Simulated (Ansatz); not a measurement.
AlRu: one input, then a changed one

The cell is COD entry 1527371, as deposited and not checked against the literature; nothing was relaxed.

First run: DFT, r2SCAN, PAW with Ansatz's default frozen-core files, scalar-relativistic (Ansatz 0.2.0).

Command: `ansatz run input.yaml --threads 1 --pin off --max-ram 2048MiB --backend cpu --events-out ev --progress --plain --runs-dir out` The run took about 4.9 s on 1 thread of a shared machine.

```yaml
crystal:
  lattice:
    - [2.9916, 0.0, 0.0]
    - [0.0, 2.9916, 0.0]
    - [0.0, 0.0, 2.9916]
  atoms:
    - { symbol: Al, position: [0.0, 0.0, 0.0] }
    - { symbol: Ru, position: [0.5, 0.5, 0.5] }
kpoints:
  mp_grid: { grid: [12, 12, 12] }
  band_path:
    path:
      - [0.0, 0.0, 0.0]
      - [0.0, 0.5, 0.0]
      - [0.5, 0.5, 0.0]
      - [0.0, 0.0, 0.0]
      - [0.5, 0.5, 0.5]
      - [0.0, 0.5, 0.0]
      - [0.5, 0.5, 0.5]
      - [0.5, 0.5, 0.0]
    npoints: 5
scf:
  occupations: { method: fermi_dirac, width: 0.05 }
hamiltonian:
  xc: r2scan
  pseudopotentials: { kind: paw }
output:
  forces: true
  stress: true
  eigenvalues: true
  efg: { contact_densities: true }
  write_density: true
  write_potential: true
  elf: true
  volumetric_format: npy
```

Result: converged; pressure -2.12 GPa; 6 SCF iterations.

Spin polarisation is left out, and whether a magnetic state lies lower isn't shown here.

The input is then changed:

```diff
@@ -8,5 +8,5 @@
     - { symbol: Ru, position: [0.5, 0.5, 0.5] }
 kpoints:
-  mp_grid: { grid: [12, 12, 12] }
+  mp_grid: { grid: [6, 6, 6] }
   band_path:
     path:
@@ -25,4 +25,5 @@
   xc: r2scan
   pseudopotentials: { kind: paw }
+  hubbard: { sites: [{ species: Ru, l: d, u_eff: 4.0 }], double_counting: amf }
 output:
   forces: true
@@ -30,7 +31,5 @@
   eigenvalues: true
   efg: { contact_densities: true }
-  write_density: true
-  write_potential: true
-  elf: true
-  volumetric_format: npy
+basis:
+  ecutwfc: "29.4 Ry"
```

(1) Predict the outcome of the changed run.

Answers

(1) It converged; pressure -0.15 GPa; 8 SCF iterations. Some of these settings are too coarse for converged properties.
